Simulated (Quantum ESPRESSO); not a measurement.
**AlNi: single point with PBEsol**

The system is AlNi.

```xyz
2
Lattice="2.8810 0.0000 0.0000 0.0000 2.8810 0.0000 0.0000 0.0000 2.8810" Properties=species:S:1:pos:R:3 pbc="T T T"
Ni    1.4405    1.4405    1.4405
Al    0.0000    0.0000    0.0000
```

- Program: Quantum ESPRESSO 7.5
- Task: single point
- Functional: PBEsol
- Potentials or basis: GBRV 1.5 PBEsol
- Cutoff: 612 eV
- Density cutoff: 4898 eV
- k mesh: 9 × 9 × 9
- Occupations: fermi-dirac, width 0.05 eV
- Spin: collinear spin, ferromagnetic start
- Starting moments: [1.0, 0.0] μB
- Mixing beta: 0.3
- Most SCF iterations: 120
- SCF threshold: 4e-10 Ry

```yaml
Pressure: -3.4 GPa
Band_gap_on_the_k_mesh: none (metal or under the smearing width)
Net_moment: 0.00 μB per cell
Absolute_moment: 0.00 μB per cell
Valence_electrons_inside_the_program's_atomic_spheres: Ni 16.82; Al 1.24
```

Levels at points of the mesh, in eV from the Fermi level:
Spin up:
```csv
k point,band 7,band 8,band 9,band 10,band 11,band 12,band 13,band 14
"(0.00, 0.00, 0.00)",-3.24,-1.54,-1.54,-1.54,5.44,5.44,5.44,8.16
```
Spin down:
```
           k point  band 6  band 7  band 8  band 9  band 10  band 11  band 12  band 13  band 14  band 15
(0.00, 0.00, 0.00)   -3.24   -3.24   -1.54   -1.54    -1.54     5.44     5.44     5.44     8.16     8.16
```

It took 15 s on 2 MPI ranks on Arm Neoverse V2, with other jobs on the host, peak memory 0.18 GiB a rank.
